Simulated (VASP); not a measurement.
# AgCl (Chlorargyrite) (Fm-3m) in VASP: further runs

The runs below take AgCl (Chlorargyrite) through single point, with PBEsol.

Everything below comes from runs of VASP 6.6.1. Logs are shortened: lines on timing, memory, paths and dates and some standing lists are left out, and cuts for length are marked.

**The experiment to reproduce.**

A printed reference work, data compilation reports, for a bulk crystal of AgCl: band gap 3.249 eV (indirect).

The results are compared with them further down.

## 1. The cell of the first run

It takes space group Fm-3m (No. 225, cubic). The conventional cell has a = 5.448 Å, b = 5.448 Å, c = 5.448 Å, α = 90.00°, β = 90.00°, γ = 90.00°. Within 3.6 Å of Ag (site symmetry m-3m) lie 6 Cl at 2.72 Å. Within 3.6 Å of Cl (site symmetry m-3m) lie 6 Ag at 2.72 Å.

## 2. Single point, PBEsol

INCAR reads:

```
PREC     = Accurate       # precision mode
ENCUT    = 500            # plane-wave cutoff, eV
EDIFF    = 1E-6           # SCF threshold, eV
ISMEAR   = 0              # smearing method
SIGMA    = 0.01           # smearing width, eV
LREAL    = False          # projectors in reciprocal space
LASPH    = True           # aspherical terms in the spheres
NELM     = 120            # most SCF steps
ALGO     = Normal         # electronic algorithm
ISIF     = 2              # what is computed and relaxed
LWAVE    = False          # write WAVECAR
LCHARG   = True           # write CHGCAR
GGA      = PS             # functional
LELF     = True           # ELF
LVHAR    = True         
NBANDS   = 16             # bands
GGA_COMPAT= False
```

KPOINTS reads:

```
regular mesh
0
Gamma
  8 8 8
```

POSCAR reads:

```
AgCl
1.0
    0.0000000000      2.7237571629      2.7237571629
    2.7237571629      0.0000000000      2.7237571629
    2.7237571629      2.7237571629      0.0000000000
Ag Cl
1 1
Direct
    0.0000000000      0.0000000000      0.0000000000
    0.5000000000      0.5000000000      0.5000000000
```

Potentials or basis: VASP PAW PBE potentials, release 64 (Ag, Cl).

Command:

```
$ cat potpaw_PBE.64/Ag/POTCAR potpaw_PBE.64/Cl/POTCAR > POTCAR
$ mpirun -np 1 vasp_std > vasp.out
```

OUTCAR:

```text
PREC = Accurate
   ENCUT = 500
   EDIFF = 1E-6
   ISMEAR = 0
   LREAL = False
   LASPH = True
   NELM = 120
   ISIF = 2
   GGA = PS

 ion  position               nearest neighbor table
   1  0.000  0.000  0.000-   2 2.72   2 2.72   2 2.72   2 2.72   2 2.72   2 2.72
   2  0.500  0.500  0.500-   1 2.72   1 2.72   1 2.72   1 2.72   1 2.72   1 2.72

  LATTYP: Found a face centered cubic cell.
 ALAT       =     5.4475143258

  Lattice vectors:

 A1 = (   0.0000000000,   2.7237571629,   2.7237571629)
 A2 = (   2.7237571629,   0.0000000000,   2.7237571629)
 A3 = (   2.7237571629,   2.7237571629,   0.0000000000)

Analysis of symmetry for initial positions (statically):
=====================================================================
 Subroutine PRICEL returns:
 Original cell was already a primitive cell.

 Routine SETGRP: Setting up the symmetry group for a
 face centered cubic supercell.

 Subroutine GETGRP returns: Found 48 space group operations
 (whereof 48 operations were pure point group operations)
 out of a pool of 48 trial point group operations.

The static configuration has the point symmetry O_h .

Analysis of symmetry for dynamics (positions and initial velocities):
=====================================================================
 Subroutine PRICEL returns:
 Original cell was already a primitive cell.

 Routine SETGRP: Setting up the symmetry group for a
 face centered cubic supercell.

 Subroutine GETGRP returns: Found 48 space group operations
 (whereof 48 operations were pure point group operations)
 out of a pool of 48 trial point group operations.

The dynamic configuration has the point symmetry O_h .

 Subroutine INISYM returns: Found 48 space group operations
 (whereof 48 operations are pure point group operations),
 and found     1 'primitive' translations

----------------------------------------------------------------------------------------

                                     Primitive cell

  volume of cell :      40.4143

  direct lattice vectors                    reciprocal lattice vectors
     0.000000000  2.723757163  2.723757163    -0.183569962  0.183569962  0.183569962
     2.723757163  0.000000000  2.723757163     0.183569962 -0.183569962  0.183569962
     2.723757163  2.723757163  0.000000000     0.183569962  0.183569962 -0.183569962

  length of vectors
[... 75 lines left out ...]
   ICHARG =      2    charge: 1-file 2-atom 10-const
   ISPIN  =      1    spin polarized calculation?
   LNONCOLLINEAR =      F non collinear calculations
   LSORBIT =      F    spin-orbit coupling
   LASPH  =      T    aspherical Exc in radial PAW
   ENCUT  =  500.0 eV  36.75 Ry    6.06 a.u.   7.02  7.02  7.02*2*pi/ulx,y,z
   NELM   =    120;   NELMIN=  2; NELMDL= -5     # of ELM steps
   EDIFF  = 0.1E-05   stopping-criterion for ELM
   LREAL  =      F    real-space projection
   EDIFFG = 0.1E-04   stopping-criterion for IOM
   NSW    =      0    number of steps for IOM
   IBRION =     -1    ionic relax: 0-MD 1-quasi-New 2-CG
   NFREE  =      0    steps in history (QN), initial steepest desc. (CG)
   ISIF   =      2    stress and relaxation
   ISYM   =      2    0-nonsym 1-usesym 2-fastsym
   POTIM  = 0.5000    time-step for ionic-motion
   TEBEG  =    0.0;   TEEND  =   0.0 temperature during run
   PSTRESS=    0.0 pullay stress
   NELECT =      18.0000    total number of electrons
   NUPDOWN=      -1.0000    fix difference up-down
   EMIN   =  10.00;   EMAX   =-10.00  energy-range for DOS
   EFERMI =   0.00;   METHOD = LEGACY
   ISMEAR =     0;   SIGMA  =   0.01  broadening in eV -4-tet -1-fermi 0-gaus
   EFERMI_NEDOS =   21; number of points for ismear=-14 and -15
   IALGO  =     38    algorithm
   IMIX   =      4    mixing-type and parameters
     AMIX     =   0.40;   BMIX     =  1.00
     AMIX_MAG =   1.60;   BMIX_MAG =  1.00
  volume/ion in A,a.u.               =      20.21       136.36
  Fermi-wavevector in a.u.,A,eV,Ry     =   1.250222  2.362578 21.266669  1.563056
  Thomas-Fermi vector in A             =   2.384227
   LORBIT       =      0    0 simple, 1 ext, 2 COOP (PROOUT), +10 PAW based schemes
   GGA     = PS    functional components
   LHFCALC =     F    Hartree Fock is set to
   AEXX    =    0.0000 exact exchange contribution
   IVDW    =     0    specifies the selected vdW correction
   LEPSILON=     F    determine dielectric tensor
   LRPA    =     F    only Hartree local field effects (RPA)
 non-spin polarized calculation
 Gauss-broadening in eV      SIGMA  =   0.01
  energy-cutoff  :      500.00
  volume of cell :       40.41
 maximum number of plane-waves:      1036
   NGX = 13   NGY = 13   NGZ = 13

 number of electron      18.0000004 magnetization

 Free energy of the ion-electron system (eV)
  ---------------------------------------------------
  ext. energy  EPLUGINS =         0.00000000
  ---------------------------------------------------
  free energy    TOTEN  =        -6.06099566 eV

  energy without entropy =       -6.06099566  energy(sigma->0) =       -6.06099566

 E-fermi :   4.4961     XC(G=0): -10.4997

 val. band max:        4.4176624804   @ k =   0.5000   0.0000   0.0000
 cond. band min:       5.1396451651   @ k =   0.0000   0.0000   0.0000
 fundamental gap:      0.7219826847
 Fermi energy:         4.4961086784

 k-point     1 :       0.0000    0.0000    0.0000
  band No.  band energies     occupation
      1     -11.1013      2.00000
      2       1.7082      2.00000
      3       1.7082      2.00000
      4       1.7082      2.00000
      5       1.7513      2.00000
      6       1.7513      2.00000
[... 433 lines left out ...]
      3      -0.0895      2.00000
      4      -0.0229      2.00000
      5       2.0621      2.00000
      6       2.1391      2.00000
[... 8 lines left out ...]
     15      17.9639      0.00000
     16      19.4595      0.00000

 [... further k-points ...]
[... 5 lines left out ...]
  --------------------------------------------------------------------------------------
  -------------------------------------------------------------------------------------
  Total       -0.0236265     -0.0236265     -0.0236265      0.0000000     -0.0000000      0.0000000
  in kB       -0.9366430     -0.9366430     -0.9366430      0.0000000     -0.0000000      0.0000000
  external PRESSURE =      -0.9366430 kB  Pullay stress =       0.0000000 kB

 VOLUME and BASIS-vectors are now :
 -----------------------------------------------------------------------------
  energy-cutoff  :      500.00
  volume of cell :       40.41
      direct lattice vectors                 reciprocal lattice vectors
     0.000000000  2.723757163  2.723757163    -0.183569962  0.183569962  0.183569962
     2.723757163  0.000000000  2.723757163     0.183569962 -0.183569962  0.183569962
     2.723757163  2.723757163  0.000000000     0.183569962  0.183569962 -0.183569962

 POSITION                                       TOTAL-FORCE (eV/Angst)
 -----------------------------------------------------------------------------------
      0.00000      0.00000      0.00000         0.000000      0.000000     -0.000000
      2.72376      2.72376      2.72376        -0.000000      0.000000      0.000000
 -----------------------------------------------------------------------------------
    total drift:                                0.000000      0.000000      0.000000

  FREE ENERGIE OF THE ION-ELECTRON SYSTEM (eV)
  ---------------------------------------------------
  free  energy   TOTEN  =        -6.0609956627 eV

  energy  without entropy=       -6.0609956627  energy(sigma->0) =       -6.06099566
```

stdout:

```text
POSCAR found type information on POSCAR AgCl
 POSCAR found :  2 types and       2 ions
 scaLAPACK will be used
 -----------------------------------------------------------------------------
|                                                                             |
|                                                                             |
|     You enforced a specific xc type in the INCAR file but a different       |
|     I HOPE YOU KNOW WHAT YOU ARE DOING!                                     |
|                                                                             |
 -----------------------------------------------------------------------------

 LDA part: xc-table for (Slater+PW92), standard interpolation
 POSCAR, INCAR and KPOINTS ok, starting setup
 FFT: planning ... GRIDC
 FFT: planning ... GRID_SOFT
 FFT: planning ... GRID
 WAVECAR not read
 entering main loop
```

Run time: 11 s. Hardware: 1 thread of AMD EPYC 9R45 (Zen 5), shared host; peak memory 0.13 GiB.

What came out:

- Free energy: -6.0610 eV
- Pressure: -0.1 GPa
- Band gap on the k mesh: 0.72 eV, indirect (least direct gap 3.22 eV)

Caveat: the PAW data sets were made with another functional, which shifts forces and pressure a little.

## 3. Single point, PBEsol

INCAR reads:

```
SYSTEM = AgCl
PREC     = Accurate       ! precision mode
ENCUT    = 500            ! plane-wave cutoff, eV
EDIFF    = 1E-6           ! SCF threshold, eV
ISMEAR   = 0              ! smearing method
SIGMA    = 0.01           ! smearing width, eV
LREAL    = .FALSE.        ! projectors in reciprocal space
LASPH    = .TRUE.         ! aspherical terms in the spheres
NELM     = 120            ! most SCF steps
ALGO     = Normal         ! electronic algorithm
ISIF     = 2              ! what is computed and relaxed
LWAVE    = .FALSE.        ! write WAVECAR
LCHARG   = .FALSE.        ! write CHGCAR
GGA      = PS             ! functional
NBANDS   = 16             ! bands
GGA_COMPAT= .FALSE.
```

KPOINTS reads:

```
Automatic mesh
0
G
  8 8 8
  0 0 0
```

POSCAR is that of step 2.

Potentials or basis: VASP PAW PBE potentials, release 64 (Ag, Cl).

Command:

```
$ cat potpaw_PBE.64/Ag/POTCAR potpaw_PBE.64/Cl/POTCAR > POTCAR
$ mpirun -np 1 vasp_std > vasp.out
```

It took 11 s on 1 thread of AMD EPYC 9R45 (Zen 5), shared host; peak memory 0.13 GiB.

It converged, with:

```
Free energy            : -6.0610 eV
Pressure               : -0.1 GPa
Band gap on the k mesh : 0.72 eV, indirect (least direct gap 3.22 eV)
```

Levels at points of the mesh, in eV from the valence-band top:
```csv
k point,band 5,band 6,band 7,band 8,band 9,band 10,band 11,band 12,band 13,band 14
"(0.00, 0.00, 0.00)",-2.67,-2.67,-2.56,-2.56,-2.56,0.72,10.73,10.73,10.73,11.99
"(0.50, 0.00, 0.00)",-2.28,-2.28,-1.94,0.00,0.00,3.88,6.74,7.42,7.42,13.52
"(0.50, 0.50, 0.00)",-3.10,-2.45,-2.14,-2.14,-2.02,2.14,7.78,8.64,11.63,11.63
```

Caveat: the PAW data sets were made with another functional, which shifts forces and pressure a little.

(Continued in part 2 of 2.)
